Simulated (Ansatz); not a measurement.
# CaF2: the cell at several levels of theory

The task here is to estimate one member of a computed series from the others.

Code: Ansatz 0.2.0. PAW datasets, plane waves, zero pressure. Calculated at 0 K for a non-magnetic cell.

## The system as given

This is the cell as the run starts from it, not yet at rest; its lengths are not the crystal's.

It is cubic, Fm-3m (No. 225); a = 5.273 Å in the conventional setting, 12.22 Å³ an atom. Around Ca lie 8 F at 2.28 Å; around F lie 4 Ca at 2.28 Å.

Coordinates:

Space group Fm-3m (No. 225). a = 5.273 Å, b = 5.273 Å, c = 5.273 Å, α = 90.00°, β = 90.00°, γ = 90.00°
```csv
atom,site,symmetry,x,y,z
Ca,4a,m-3m,0.0000,0.0000,0.0000
F,8c,-43m,0.2500,0.7500,0.7500
```

The first run:

input.yaml

```yaml
crystal:
  lattice:
    - [0.0, 2.6364553627, 2.6364553627]
    - [2.6364553627, 0.0, 2.6364553627]
    - [2.6364553627, 2.6364553627, 0.0]
  atoms:
    - { symbol: Ca, position: [0.0, 0.0, 0.0] }
    - { symbol: F, position: [0.25, 0.25, 0.25] }
    - { symbol: F, position: [0.75, 0.75, 0.75] }
kpoints:
  mp_grid: { grid: [8, 8, 8] }
hamiltonian:
  xc: pbe
scf:
  occupations: { method: fermi_dirac, width: 0.02 }
relax:
  f_tol: 0.005
  cell: {}
```

On the command line:

```bash
$ ansatz run input.yaml --threads 4 --pin off --max-ram 7372MiB --backend cpu --events-out ev --progress --plain --runs-dir out
```

Steps of the session up to this table: Relaxation with PBE; Relaxing with r2SCAN; PBEsol: cell and atoms; Relaxing with LDA; Relaxation with HSE06.

One of the session's tables, all rows but one given; the rest of the session is left out.

It belongs to the step «The cells side by side». 

| level | a (Å) | volume (Å³/atom) |
| --- | --- | --- |
| PBE | 5.510 | 13.939 |
| r2SCAN | 5.439 | 13.410 |
| PBEsol | ? | ? |
| LDA | 5.326 | 12.591 |
| HSE06 | 5.468 | 13.621 |

Q: Estimate the row for PBEsol from the others.

The run gave: a (Å): 5.421; volume (Å³/atom): 13.274. In the column «a (Å)» it lies between LDA (5.326) and r2SCAN (5.439).

In words: From the start to the first minimum the volume moved by +14.1 %. LDA gives the smallest cell and PBE the largest; they differ by 10.7 % in volume, a mean of 3.4 % in length. The meshes differ: PBE 8×8×8, r2SCAN 8×8×8, PBEsol 8×8×8, LDA 8×8×8, HSE06 6×6×6.
